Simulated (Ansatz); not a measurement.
## Al started on a N site in zincblende AlN, 64 atoms, charge +1

Theory: Ansatz 0.2.0, DFT, PBEsol, PAW, plane waves.

Command:

```sh
ansatz run in.yaml --threads 7 --pin off --max-ram 13300MiB --runs-dir r --events-out ev --progress --plain
```

The input less its lattice and atoms (starting moments on atoms near the defect: 1 μB in all):

```yaml
crystal:
  symmetry: { detect: false }
kpoints:
  mp_grid: { grid: [1, 1, 1], shift: [0.25, 0.25, 0.25] }
hamiltonian:
  xc: pbesol
total_charge: 1
magnetization:
  spin_polarized: true
scf:
  occupations: { method: fermi_dirac, width: 0.01 }
relax:
  f_tol: 0.03
  max_steps: 80
  escape_saddle: false
  adjacent_minimum: "off"
output:
  forces: true
  eigenvalues: true
  populations: true
  charged_corrections: { epsilon: 8.5 }
```

Start:

```
Al N
1.0
     8.75544    0.00000    0.00000
     0.00000    8.75544    0.00000
     0.00000    0.00000    8.75544
Al N
33 31
Direct
  0.99892 0.99735 0.99699
  0.99783 0.99945 0.50256
  0.99833 0.50069 0.99783
  0.00082 0.49825 0.49812
  0.49859 0.99908 0.00309
  0.49999 0.99880 0.50052
  0.49744 0.50053 0.99845
  0.50255 0.49881 0.49728
  0.62773 0.63024 0.62936
  0.25242 0.24881 0.99785
  0.25007 0.24823 0.49731
  0.25479 0.74886 0.99947
  0.25293 0.74906 0.50041
  0.74693 0.24914 0.00365
  0.75148 0.24984 0.50112
  0.74768 0.74982 0.00181
  0.74904 0.75084 0.49916
  0.25095 0.99912 0.24999
  0.25358 0.00103 0.74784
  0.25182 0.49684 0.24990
  0.25134 0.50279 0.75136
  0.75094 0.99899 0.24784
  0.74800 0.00009 0.75207
  0.74780 0.49960 0.25193
  0.74706 0.50215 0.75072
  0.00034 0.25083 0.25193
  0.99670 0.24976 0.74837
  0.00021 0.74887 0.25102
  0.00349 0.74765 0.74416
  0.50332 0.25212 0.24860
  0.50309 0.24821 0.75158
  0.49797 0.75118 0.25171
  0.49603 0.75020 0.74647
  0.12303 0.12760 0.12727
  0.12608 0.12350 0.62630
  0.12445 0.62039 0.12731
  0.12393 0.62818 0.62531
  0.62269 0.12316 0.12830
  0.62531 0.12101 0.62423
  0.62192 0.62333 0.12623
  0.37467 0.37866 0.12688
  0.37388 0.37498 0.62638
  0.37124 0.87672 0.12769
  0.37096 0.87898 0.62451
  0.87557 0.37307 0.12419
  0.87475 0.37047 0.62767
  0.87337 0.87561 0.12814
  0.87611 0.87352 0.62117
  0.37601 0.12394 0.37261
  0.37779 0.12690 0.87552
  0.37433 0.62700 0.37230
  0.37794 0.62645 0.87585
  0.87560 0.12381 0.37396
  0.87831 0.12475 0.87461
  0.87597 0.62810 0.37853
  0.87327 0.62685 0.87074
  0.12433 0.37728 0.37310
  0.12713 0.37452 0.87538
  0.12313 0.87477 0.37698
  0.12767 0.87595 0.87937
  0.62491 0.37575 0.37554
  0.62806 0.37612 0.87701
  0.62084 0.87523 0.37126
  0.62272 0.87382 0.87638
```

Steps:

```json
{"step": "start", "energy less the first (eV)": "0.000", "largest force component (eV/Å)": "8.348"}
{"step": "1", "energy less the first (eV)": "-6.993", "largest force component (eV/Å)": "3.765"}
{"step": "2", "energy less the first (eV)": "-9.824", "largest force component (eV/Å)": "0.733"}
{"step": "3", "energy less the first (eV)": "-9.979", "largest force component (eV/Å)": "0.071"}
{"step": "4", "energy less the first (eV)": "-9.979", "largest force component (eV/Å)": "0.053"}
{"step": "5", "energy less the first (eV)": "-9.981", "largest force component (eV/Å)": "0.037"}
{"step": "6", "energy less the first (eV)": "-9.981", "largest force component (eV/Å)": "0.022"}
```

A structure on the way, about -9.82 eV from the start:

```
Al N
1.0
     8.75544    0.00000    0.00000
     0.00000    8.75544    0.00000
     0.00000    0.00000    8.75544
Al N
33 31
Direct
  0.00076 0.00001 0.00020
  0.00372 0.00397 0.49878
  0.00348 0.49807 0.00356
  0.00172 0.49927 0.49953
  0.49736 0.00339 0.00487
  0.49935 0.00146 0.49953
  0.49903 0.49930 0.00137
  0.47625 0.47574 0.47574
  0.62777 0.62888 0.62761
  0.24915 0.24889 0.00052
  0.24609 0.24555 0.49798
  0.24592 0.75118 0.00438
  0.24876 0.74975 0.49934
  0.75165 0.24541 0.00493
  0.75068 0.24819 0.50010
  0.74986 0.74990 0.00192
  0.77501 0.77570 0.47385
  0.24915 0.00052 0.24946
  0.24578 0.00459 0.75188
  0.24598 0.49709 0.24586
  0.24844 0.49938 0.75049
  0.75288 0.00397 0.24528
  0.74983 0.00132 0.75096
  0.74977 0.49937 0.24895
  0.77394 0.47519 0.77489
  0.00083 0.24949 0.24940
  0.00330 0.24579 0.75205
  0.00471 0.75168 0.24584
  0.00256 0.75001 0.74908
  0.49871 0.24632 0.24574
  0.49972 0.24788 0.75044
  0.49920 0.75017 0.24897
  0.47345 0.77488 0.77393
  0.12457 0.12530 0.12540
  0.12499 0.12519 0.62538
  0.12477 0.62384 0.12527
  0.12487 0.62550 0.62570
  0.62451 0.12444 0.12556
  0.62495 0.12407 0.62511
  0.62457 0.62448 0.12534
  0.37396 0.37454 0.12507
  0.36876 0.36881 0.62551
  0.37299 0.87601 0.12629
  0.36683 0.88295 0.62477
  0.87570 0.37397 0.12554
  0.88147 0.36758 0.62547
  0.87578 0.87588 0.12496
  0.88152 0.88158 0.62489
  0.37424 0.12475 0.37379
  0.37460 0.12596 0.87638
  0.36863 0.62522 0.36847
  0.36874 0.62471 0.88209
  0.87615 0.12570 0.37410
  0.87636 0.12425 0.87621
  0.88203 0.62499 0.36908
  0.88129 0.62575 0.88057
  0.12433 0.37450 0.37446
  0.12577 0.37401 0.87617
  0.12526 0.87594 0.37464
  0.12499 0.87590 0.87672
  0.62525 0.36878 0.36919
  0.62519 0.36791 0.88226
  0.62386 0.88185 0.36737
  0.62443 0.88096 0.88197
```

End:

```xyz
64
Lattice="8.7554 0.0000 0.0000 0.0000 8.7554 0.0000 0.0000 0.0000 8.7554" Properties=species:S:1:pos:R:3 pbc="T T T"
Al    0.0030    0.0030    0.0047
Al    0.0415    0.0416    4.3651
Al    0.0415    4.3631    0.0432
Al    0.0086    4.3776    4.3795
Al    4.3631    0.0417    0.0433
Al    4.3776    0.0089    4.3793
Al    4.3773    4.3772    0.0104
Al    4.1228    4.1226    4.1248
Al    5.4697    5.4702    5.4716
Al    2.1840    2.1839    0.0057
Al    2.1446    2.1444    4.3646
Al    2.1439    6.5820    0.0449
Al    2.1792    6.5640    4.3789
Al    6.5819    2.1439    0.0449
Al    6.5638    2.1792    4.3792
Al    6.5641    6.5641    0.0086
Al    6.8151    6.8155    4.1272
Al    2.1839    0.0038    2.1857
Al    2.1438    0.0431    6.5841
Al    2.1443    4.3628    2.1460
Al    2.1791    4.3771    6.5661
Al    6.5819    0.0431    2.1457
Al    6.5640    0.0068    6.5660
Al    6.5640    4.3774    2.1811
Al    6.8149    4.1257    6.8168
Al    0.0040    2.1840    2.1857
Al    0.0432    2.1439    6.5841
Al    0.0432    6.5820    2.1456
Al    0.0068    6.5640    6.5660
Al    4.3626    2.1443    2.1462
Al    4.3770    2.1792    6.5660
Al    4.3770    6.5640    2.1812
Al    4.1252    6.8154    6.8170
N     1.0946    1.0950    1.0969
N     1.0943    1.0947    5.4739
N     1.0943    5.4720    1.0964
N     1.0949    5.4728    5.4746
N     5.4720    1.0946    1.0965
N     5.4725    1.0950    5.4747
N     5.4724    5.4727    1.0969
N     3.2767    3.2770    1.0966
N     3.2179    3.2184    5.4770
N     3.2768    7.6692    1.0988
N     3.2152    7.7305    5.4698
N     7.6690    3.2771    1.0990
N     7.7300    3.2156    5.4702
N     7.6681    7.6683    1.0947
N     7.7269    7.7273    5.4776
N     3.2767    1.0945    3.2789
N     3.2768    1.0970    7.6712
N     3.2178    5.4748    3.2202
N     3.2156    5.4682    7.7322
N     7.6690    1.0970    3.2789
N     7.6680    1.0926    7.6703
N     7.7299    5.4686    3.2177
N     7.7267    5.4759    7.7293
N     1.0942    3.2771    3.2790
N     1.0966    3.2770    7.6713
N     1.0964    7.6693    3.2789
N     1.0922    7.6682    7.6703
N     5.4749    3.2183    3.2199
N     5.4682    3.2160    7.7322
N     5.4681    7.7303    3.2176
N     5.4758    7.7272    7.7294
```

Self-consistency was reached.

Time: 45 s of wall time on 7 threads of a Neoverse-V2 processor, on a host shared with other runs; peak host memory 1.7 GiB.

Task: How much energy did the relaxation gain, and which atom moved most?

Result: 9.98 eV in 6 steps, from a start with small random displacements; atom 25 (Al) moved 0.46 Å, the median atom 0.04 Å (drift of the whole cell removed).

The moment started at 1 μB and ended at 3.0 μB; no other spin state is shown. The one k point has no symmetry partners, which can distort the end along one axis.
